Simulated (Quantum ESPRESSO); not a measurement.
Cu in Quantum ESPRESSO: convergence with k mesh

Input of the first run (k mesh 2 × 2 × 2); the others differ in this setting and in those tied to it:

pw.in

```
&CONTROL
  calculation = 'scf'
  prefix = 'pwscf'
  outdir = './tmp'
  pseudo_dir = './pseudo'
  tprnfor = .true.
  tstress = .true.
  disk_io = 'nowf'
/
&SYSTEM
  ibrav = 0
  nat = 1
  ntyp = 1
  ecutwfc = 45
  ecutrho = 360
  nbnd = 16
  occupations = 'smearing'
  smearing = 'gaussian'
  degauss = 0.00999582
/
&ELECTRONS
  conv_thr = 2d-10
  electron_maxstep = 120
  mixing_beta = 0.5
/
ATOMIC_SPECIES
Cu    63.5460 cu_pbesol_v1.2.uspp.F.UPF
CELL_PARAMETERS angstrom
   0.0000000000    1.8075000000    1.8075000000
   1.8075000000    0.0000000000    1.8075000000
   1.8075000000    1.8075000000    0.0000000000
ATOMIC_POSITIONS crystal
Cu     0.0000000000    0.0000000000    0.0000000000
K_POINTS automatic
2 2 2 0 0 0
```

Potentials or basis: GBRV 1.5 PBEsol.

Launch:

```bash
$ OMP_NUM_THREADS=1 pw.x -in pw.in > pw.out
```

Hardware: 1 thread of Arm Neoverse V1, with other jobs on the host.

Task: The values tried are 2 × 2 × 2, 4 × 4 × 4, 6 × 6 × 6, 8 × 8 × 8, 10 × 10 × 10, 12 × 12 × 12, 13 × 13 × 13, 16 × 16 × 16, 18 × 18 × 18, loosest first. From which on does the energy stay within 1 meV/atom of the tightest run that finished?

Result: From 16 × 16 × 16 on.

```tsv
k mesh	energy less the tightest run, at zero smearing (meV/atom)	pressure (GPa)	SCF cycles	CPU time (s)	peak memory (GiB)
2 × 2 × 2	2076.31	17.70	22	2.5	0.05
4 × 4 × 4	164.35	-5.37	20	3.6	0.05
6 × 6 × 6	63.00	-6.01	22	5.9	0.05
8 × 8 × 8	32.73	-6.28	17	7.5	0.06
10 × 10 × 10	14.44	-7.07	22	15	0.06
12 × 12 × 12	3.42	-7.12	21	19	0.06
13 × 13 × 13	-1.16	-7.23	16	18	0.06
16 × 16 × 16	-0.07	-6.93	16	29	0.07
18 × 18 × 18	0.00	-7.05	19	45	0.07
```

Not settled before the last step: the pressure (to 0.1 GPa). Meshes of other sizes hit other points, so gaps and Fermi surfaces needn't settle smoothly. The tightest run that finished is the yardstick and may itself not be fully converged.
